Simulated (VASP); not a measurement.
# CdS (Fm-3m) in VASP: notebook

Runs on CdS. Level: PBEsol. Tasks: single point.

All numbers are computed with VASP 6.6.1; they aren't measurements. Logs are shortened: lines on timing, memory, paths and dates and some standing lists are left out, and cuts for length are marked.

## 1. The structure

It takes space group Fm-3m (No. 225, cubic). Conventional cell: a = 5.506 Å, b = 5.506 Å, c = 5.506 Å, α = 90.00°, β = 90.00°, γ = 90.00°. Around Cd (site symmetry m-3m) lie 6 S at 2.75 Å. S (site symmetry m-3m) has 6 Cd at 2.75 Å as nearest neighbours.

Measurements of this composition are mostly on another form, of space group No. 186.

## 2. Single point, PBEsol, spin-orbit coupling, no magnetisation

Input file INCAR:

```
  ALGO = Normal
  EDIFF = 1E-7
  ENCUT = 300
  GGA = PS
  GGA_COMPAT = False
  ISIF = 2
  ISMEAR = 0
  LASPH = True
  LCHARG = False
  LORBIT = 11
  LREAL = False
  LSORBIT = True
  LWAVE = False
  MAGMOM = 0 0 0 0 0 0
  NBANDS = 34
  NELM = 100
  PREC = Accurate
  SIGMA = 0.02
```

Input file KPOINTS:

```
k-points
0
Gamma
  6 6 6
```

Input file POSCAR:

```
CdS
1.0
    0.0000000000      2.7532440000      2.7532440000
    2.7532440000      0.0000000000      2.7532440000
    2.7532440000      2.7532440000      0.0000000000
Cd S
1 1
Direct
    0.0000000000      0.0000000000      0.0000000000
    0.5000000000      0.5000000000      0.5000000000
```

Potentials or basis: VASP PAW PBE potentials, release 64 (Cd, S).

Run with:

```sh
> cat potpaw_PBE.64/Cd/POTCAR potpaw_PBE.64/S/POTCAR > POTCAR
> mpirun -np 1 vasp_ncl > vasp.out
```

OUTCAR:

```text
EDIFF = 1E-7
   ENCUT = 300
   GGA = PS
   ISIF = 2
   ISMEAR = 0
   LASPH = True
   LORBIT = 11
   LREAL = False
   LSORBIT = True
   NELM = 100
   PREC = Accurate

 Found     16 irreducible k-points:

 Following reciprocal coordinates:
            Coordinates               Weight
  0.000000  0.000000  0.000000      1.000000
  0.166667  0.000000  0.000000      8.000000
  0.333333  0.000000  0.000000      8.000000
  0.500000  0.000000  0.000000      4.000000
  0.166667  0.166667  0.000000      6.000000
  0.333333  0.166667  0.000000     24.000000
   k-points           NKPTS =     16   k-points in BZ     NKDIM =     16   number of bands    NBANDS=     34
   number of dos      NEDOS =    301   number of ions     NIONS =      2
   total plane-waves  NPLWV =  13824
   dimension x,y,z NGX =    24 NGY =   24 NGZ =   24
   dimension x,y,z NGXF=    48 NGYF=   48 NGZF=   48
   ions per type =               1   1
   NGX,Y,Z   is equivalent  to a cutoff of  10.25, 10.25, 10.25 a.u.
   NGXF,Y,Z  is equivalent  to a cutoff of  20.49, 20.49, 20.49 a.u.
 SYSTEM =  unknown system
   PREC   = accura    normal or accurate (medium, high low for compatibility)
   ISTART =      0    job   : 0-new  1-cont  2-samecut
   ICHARG =      2    charge: 1-file 2-atom 10-const
   ISPIN  =      1    spin polarized calculation?
   LNONCOLLINEAR =      T non collinear calculations
   LSORBIT =      T    spin-orbit coupling
   LASPH  =      T    aspherical Exc in radial PAW
   ENCUT  =  300.0 eV  22.05 Ry    4.70 a.u.   5.50  5.50  5.50*2*pi/ulx,y,z
   NELM   =    100;   NELMIN=  2; NELMDL= -5     # of ELM steps
   EDIFF  = 0.1E-06   stopping-criterion for ELM
   LREAL  =      F    real-space projection
   EDIFFG = 0.1E-05   stopping-criterion for IOM
   NSW    =      0    number of steps for IOM
   IBRION =     -1    ionic relax: 0-MD 1-quasi-New 2-CG
   NFREE  =      0    steps in history (QN), initial steepest desc. (CG)
   ISIF   =      2    stress and relaxation
   ISYM   =      2    0-nonsym 1-usesym 2-fastsym
   POTIM  = 0.5000    time-step for ionic-motion
   TEBEG  =    0.0;   TEEND  =   0.0 temperature during run
   PSTRESS=    0.0 pullay stress
   NELECT =      18.0000    total number of electrons
   NUPDOWN=      -1.0000    fix difference up-down
   EMIN   =  10.00;   EMAX   =-10.00  energy-range for DOS
   EFERMI =   0.00;   METHOD = LEGACY
   ISMEAR =     0;   SIGMA  =   0.02  broadening in eV -4-tet -1-fermi 0-gaus
   EFERMI_NEDOS =   21; number of points for ismear=-14 and -15
   IALGO  =     38    algorithm
   IMIX   =      4    mixing-type and parameters
     AMIX     =   0.40;   BMIX     =  1.00
     AMIX_MAG =   1.60;   BMIX_MAG =  1.00
  volume/ion in A,a.u.               =      20.87       140.84
  Fermi-wavevector in a.u.,A,eV,Ry     =   1.236833  2.337275 20.813583  1.529755
  Thomas-Fermi vector in A             =   2.371425
   LORBIT       =     11    0 simple, 1 ext, 2 COOP (PROOUT), +10 PAW based schemes
   GGA     = PS    functional components
   LHFCALC =     F    Hartree Fock is set to
   AEXX    =    0.0000 exact exchange contribution
   IVDW    =     0    specifies the selected vdW correction
   LEPSILON=     F    determine dielectric tensor
   LRPA    =     F    only Hartree local field effects (RPA)
 Gauss-broadening in eV      SIGMA  =   0.02
  energy-cutoff  :      300.00
  volume of cell :       41.74
 maximum number of plane-waves:      1062
 NGX is ok and might be reduce to    24
   NGX = 11   NGY = 11   NGZ = 11

 number of electron      18.0000000 magnetization       0.0000000      0.0000000      0.0000000

 number of electron      18.0000013 magnetization       0.0000000     -0.0000000     -0.0000000

 number of electron      18.0000013 magnetization      -0.0000000      0.0000000      0.0000000

 Free energy of the ion-electron system (eV)
  ---------------------------------------------------
  ext. energy  EPLUGINS =         0.00000000
  ---------------------------------------------------
  free energy    TOTEN  =        -6.63553542 eV

  energy without entropy =       -6.63553512  energy(sigma->0) =       -6.63553527

 E-fermi :   2.6921     XC(G=0): -10.5085

 val. band max:        2.6383049626   @ k =   0.5000   0.0000   0.0000
 cond. band min:       2.7449640888   @ k =   0.5000   0.5000   0.0000
 fundamental gap:      0.1066591262
 Fermi energy:         2.6921457853

 k-point     1 :       0.0000    0.0000    0.0000
  band No.  band energies     occupation
      1     -10.0617      1.00000
      2     -10.0617      1.00000
      3      -5.3290      1.00000
      4      -5.3290      1.00000
      5      -5.3290      1.00000
      6      -5.3290      1.00000
[... 22 lines left out ...]
     29      13.7102      0.00000
     30      13.7102      0.00000

 k-point     2 :       0.1667    0.0000    0.0000
  band No.  band energies     occupation
      1      -9.8329      1.00000
      2      -9.8329      1.00000
      3      -5.3595      1.00000
      4      -5.3595      1.00000
      5      -5.3337      1.00000
      6      -5.3337      1.00000
[... 22 lines left out ...]
     29      12.8579      0.00000
     30      12.8579      0.00000

 k-point     3 :       0.3333    0.0000    0.0000
  band No.  band energies     occupation
      1      -9.2895      1.00000
      2      -9.2895      1.00000
      3      -5.4397      1.00000
      4      -5.4397      1.00000
      5      -5.3809      1.00000
      6      -5.3809      1.00000
[... 22 lines left out ...]
     29      14.2067      0.00000
     30      14.2067      0.00000

 k-point     4 :       0.5000    0.0000    0.0000
  band No.  band energies     occupation
      1      -8.9503      1.00000
      2      -8.9503      1.00000
      3      -5.4860      1.00000
      4      -5.4860      1.00000
      5      -5.4383      1.00000
      6      -5.4383      1.00000
[... 22 lines left out ...]
     29      15.5819      0.00000
     30      15.5819      0.00000

 k-point     5 :       0.1667    0.1667    0.0000
  band No.  band energies     occupation
      1      -9.7771      1.00000
      2      -9.7771      1.00000
      3      -5.3595      1.00000
      4      -5.3595      1.00000
      5      -5.3256      1.00000
      6      -5.3256      1.00000
[... 22 lines left out ...]
     29      15.1335      0.00000
     30      15.1335      0.00000

 k-point     6 :       0.3333    0.1667    0.0000
  band No.  band energies     occupation
      1      -9.3937      1.00000
      2      -9.3937      1.00000
      3      -5.3735      1.00000
      4      -5.3735      1.00000
      5      -5.3251      1.00000
      6      -5.3251      1.00000
[... 22 lines left out ...]
     29      15.3092      0.00000
     30      15.3092      0.00000

 [... further k-points ...]

 [bands above 30 left out]

------------------------ aborting loop because EDIFF is reached ----------------------------------------

  FORCE on cell =-STRESS in cart. coord.  units (eV):
  Direction    XX          YY          ZZ          XY          YZ          ZX
  --------------------------------------------------------------------------------------
  -------------------------------------------------------------------------------------
  Total       -1.0740035     -1.0740035     -1.0740035     -0.0000000      0.0000000     -0.0000000
  in kB      -41.2241936    -41.2241936    -41.2241936     -0.0000000      0.0000000     -0.0000000
  external PRESSURE =     -41.2241936 kB  Pullay stress =       0.0000000 kB

 VOLUME and BASIS-vectors are now :
 -----------------------------------------------------------------------------
  energy-cutoff  :      300.00
  volume of cell :       41.74
      direct lattice vectors                 reciprocal lattice vectors
     0.000000000  2.753244000  2.753244000    -0.181603955  0.181603955  0.181603955
     2.753244000  0.000000000  2.753244000     0.181603955 -0.181603955  0.181603955
     2.753244000  2.753244000  0.000000000     0.181603955  0.181603955 -0.181603955

 POSITION                                       TOTAL-FORCE (eV/Angst)
 -----------------------------------------------------------------------------------
      0.00000      0.00000      0.00000         0.000000      0.000000      0.000000
      2.75324      2.75324      2.75324        -0.000000     -0.000000     -0.000000
 -----------------------------------------------------------------------------------
    total drift:                                0.000000     -0.000000     -0.000000

  FREE ENERGIE OF THE ION-ELECTRON SYSTEM (eV)
  ---------------------------------------------------
  free  energy   TOTEN  =        -6.6355354197 eV

  energy  without entropy=       -6.6355351238  energy(sigma->0) =       -6.63553527

 Spin-Orbit-Coupling matrix elements

 Ion:    1  E_soc:     -0.0515073
 l=   1
     0.0000000    -0.0019262    -0.0019262
    -0.0019262     0.0000000    -0.0019262
    -0.0019262    -0.0019262     0.0000000
 l=   2
     0.0000000    -0.0013490     0.0000000    -0.0013490    -0.0053093
    -0.0013490     0.0000000    -0.0039820    -0.0013490    -0.0013273
     0.0000000    -0.0039820     0.0000000    -0.0039820     0.0000000
    -0.0013490    -0.0013490    -0.0039820     0.0000000    -0.0013273
    -0.0053093    -0.0013273     0.0000000    -0.0013273     0.0000000
 l=   3
     0.0000000     0.0000000     0.0000000     0.0000000     0.0000000     0.0000000     0.0000000
     0.0000000     0.0000000     0.0000000     0.0000000     0.0000000     0.0000000     0.0000000
     0.0000000     0.0000000     0.0000000     0.0000000     0.0000000     0.0000000     0.0000000
     0.0000000     0.0000000     0.0000000     0.0000000     0.0000000     0.0000000     0.0000000
     0.0000000     0.0000000     0.0000000     0.0000000     0.0000000     0.0000000     0.0000000
     0.0000000     0.0000000     0.0000000     0.0000000     0.0000000     0.0000000     0.0000000
     0.0000000     0.0000000     0.0000000     0.0000000     0.0000000     0.0000000     0.0000000

 Ion:    2  E_soc:     -0.0020815
 l=   1
     0.0000000    -0.0003469    -0.0003469
    -0.0003469     0.0000000    -0.0003469
    -0.0003469    -0.0003469     0.0000000
 l=   2
     0.0000000     0.0000000     0.0000000     0.0000000     0.0000000
     0.0000000     0.0000000     0.0000000     0.0000000     0.0000000
     0.0000000     0.0000000     0.0000000     0.0000000     0.0000000
     0.0000000     0.0000000     0.0000000     0.0000000     0.0000000
     0.0000000     0.0000000     0.0000000     0.0000000     0.0000000
 l=   3
     0.0000000     0.0000000     0.0000000     0.0000000     0.0000000     0.0000000     0.0000000
     0.0000000     0.0000000     0.0000000     0.0000000     0.0000000     0.0000000     0.0000000
     0.0000000     0.0000000     0.0000000     0.0000000     0.0000000     0.0000000     0.0000000
     0.0000000     0.0000000     0.0000000     0.0000000     0.0000000     0.0000000     0.0000000
     0.0000000     0.0000000     0.0000000     0.0000000     0.0000000     0.0000000     0.0000000
     0.0000000     0.0000000     0.0000000     0.0000000     0.0000000     0.0000000     0.0000000
     0.0000000     0.0000000     0.0000000     0.0000000     0.0000000     0.0000000     0.0000000

 total charge

# of ion       s       p       d       tot
------------------------------------------
    1        0.377   0.244   9.551  10.172
    2        1.335   2.338   0.000   3.673
--------------------------------------------------
tot          1.712   2.582   9.551  13.845

 magnetization (x)

# of ion       s       p       d       tot
------------------------------------------
    1        0.000   0.000   0.000   0.000
    2        0.000  -0.000   0.000   0.000
--------------------------------------------------
tot          0.000  -0.000   0.000   0.000

 magnetization (y)

# of ion       s       p       d       tot
------------------------------------------
    1        0.000   0.000   0.000   0.000
    2        0.000   0.000   0.000   0.000
--------------------------------------------------
tot          0.000   0.000   0.000   0.000

 magnetization (z)

# of ion       s       p       d       tot
------------------------------------------
    1        0.000   0.000   0.000   0.000
    2        0.000   0.000   0.000   0.000
--------------------------------------------------
tot          0.000   0.000   0.000   0.000
```

It took 11 s on 1 thread of Intel Xeon 6975P-C (Granite Rapids), shared host; peak memory 0.19 GiB.

The run converged, but some of its settings lie outside the range that counts as converged, so its numbers aren't taken as properties of the crystal.

What came out:

```yaml
Free_energy: -6.6355 eV
Valence_electrons_inside_the_program's_atomic_spheres: Cd 10.17; S 3.67
```

Caveat: the cutoff is under 1.25 times the usual one of these potentials, so pressure, stress and relaxed cells hold a basis-set (Pulay) error; the PAW data sets were made with another functional, which shifts forces and pressure a little.

## 3. Single point, PBEsol, spin-orbit coupling, no magnetisation

INCAR: that of step 2 with these lines changed.

```diff
@@ -2,3 +2,3 @@
   EDIFF = 1E-7
-  ENCUT = 300
+  ENCUT = 500
   GGA = PS
```

Input file KPOINTS:

```
k-points
0
Gamma
  5 5 5
```

POSCAR is that of step 2.

Potentials or basis: VASP PAW PBE potentials, release 64 (Cd, S).

Run with:

```sh
> cat potpaw_PBE.64/Cd/POTCAR potpaw_PBE.64/S/POTCAR > POTCAR
> mpirun -np 1 vasp_ncl > vasp.out
```

Wall time 16 s (1 thread of Intel Xeon 6975P-C (Granite Rapids), shared host); peak memory 0.24 GiB.

These settings aren't checked as converged: the numbers below hold their error.

What came out:

| Property | Result |
| --- | --- |
| Free energy | -6.6225 eV |
| Pressure | -3.9 GPa |
| Valence electrons inside the program's atomic spheres | Cd 10.20; S 3.67 |

Caveat: the k mesh is coarse (spacing up to 0.40 Å⁻¹), so the values aren't converged; the PAW data sets were made with another functional, which shifts forces and pressure a little.

## 4. Single point, PBEsol, spin-orbit coupling, no magnetisation

INCAR: that of step 3 with these lines changed.

```diff
@@ -2,3 +2,3 @@
   EDIFF = 1E-7
-  ENCUT = 500
+  ENCUT = 400
   GGA = PS
```

Input file KPOINTS:

```
k-points
0
Gamma
  6 6 6
```

POSCAR is that of step 3.

Run with:

```sh
> cat potpaw_PBE.64/Cd/POTCAR potpaw_PBE.64/S/POTCAR > POTCAR
> mpirun -np 1 vasp_ncl > vasp.out
```

Run time: 22 s. Hardware: 1 thread of Intel Xeon 6975P-C (Granite Rapids), shared host; peak memory 0.23 GiB.

These settings aren't checked as converged: the numbers below hold their error.

What came out:

```
Free energy                                           : -6.6374 eV
Pressure                                              : -4.5 GPa
Valence electrons inside the program's atomic spheres : Cd 10.19; S 3.67
```

Caveat: the PAW data sets were made with another functional, which shifts forces and pressure a little.

## 5. Single point, PBEsol, spin-orbit coupling, no magnetisation

INCAR: that of step 4 with these lines changed.

```diff
@@ -2,3 +2,3 @@
   EDIFF = 1E-7
-  ENCUT = 400
+  ENCUT = 600
   GGA = PS
```

Input file KPOINTS:

```
k-points
0
Gamma
  5 5 5
```

POSCAR is that of step 4.

Run with:

```sh
> cat potpaw_PBE.64/Cd/POTCAR potpaw_PBE.64/S/POTCAR > POTCAR
> mpirun -np 1 vasp_ncl > vasp.out
```

It took 21 s on 1 thread of Intel Xeon 6975P-C (Granite Rapids), shared host; peak memory 0.31 GiB.

These settings aren't checked as converged: the numbers below hold their error.

What came out:

* Free energy: -6.6228 eV
* Pressure: -3.9 GPa
* Valence electrons inside the program's atomic spheres: Cd 10.20; S 3.67

Caveat: the k mesh is coarse (spacing up to 0.40 Å⁻¹), so the values aren't converged; the PAW data sets were made with another functional, which shifts forces and pressure a little.
